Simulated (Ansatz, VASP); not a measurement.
## GaAs: VASP beside Ansatz

File INCAR:

```
SYSTEM = GaAs
ALGO = Normal
EDIFF = 1E-6
ENCUT = 520
GGA = PE
ISIF = 2
ISMEAR = 0
LASPH = .True.
LCHARG = .False.
LREAL = .False.
LWAVE = .False.
NBANDS = 16
NELM = 80
PREC = Accurate
SIGMA = 0.023
```

Contents of KPOINTS:

```
k-points
0
Gamma
  8 8 8
  0 0 0
```

File POSCAR:

```
GaAs
1.0
    0.0000000000      2.8268500000      2.8268500000
    2.8268500000      0.0000000000      2.8268500000
    2.8268500000      2.8268500000      0.0000000000
As Ga
1 1
Direct
    0.7500000000      0.7500000000      0.7500000000
    0.0000000000      0.0000000000      0.0000000000
```

File input.yaml:

```yaml
crystal:
  lattice:
    - [0.0, 2.82685, 2.82685]
    - [2.82685, 0.0, 2.82685]
    - [2.82685, 2.82685, 0.0]
  atoms:
    - { symbol: As, position: [0.75, 0.75, 0.75] }
    - { symbol: Ga, position: [0.0, 0.0, 0.0] }
kpoints:
  mp_grid: { grid: [8, 8, 8] }
scf:
  occupations: { method: gaussian, width: 0.023 }
hamiltonian:
  xc: pbe
  pseudopotentials: { kind: all_electron, lapw: { basis_error: 0.001 } }
output:
  forces: true
  stress: true
  eigenvalues: true
```

Alike in both runs: task single point; functional PBE; k mesh 8 × 8 × 8; occupations gaussian, width 0.023 eV; no spin polarisation.

|  | VASP | Ansatz |
| --- | --- | --- |
| version | VASP 6.6.1 | Ansatz 0.2.0 |
| potentials or method | VASP PAW PBE potentials, release 64 (As, Ga_d) | all-electron LAPW, scalar-relativistic |
| plane-wave cutoff (eV) | 520 | see its input |

|  | VASP | Ansatz | Ansatz less VASP |
| --- | --- | --- | --- |
| gap on the k mesh at the Fermi level (eV) | 0.52 | 0.52 | +0.001 |
| least direct gap on the mesh (eV) | 0.52 | 0.52 | +0.001 |
| pressure (GPa) | 3.4 | 3.3 | -0.17 |

Ansatz ran all-electron here, so the differences hold the error of VASP's frozen core and of both bases.

A k mesh can miss the band edges. Expect the measured gap to be larger: semilocal functionals such as PBE lack the derivative discontinuity.
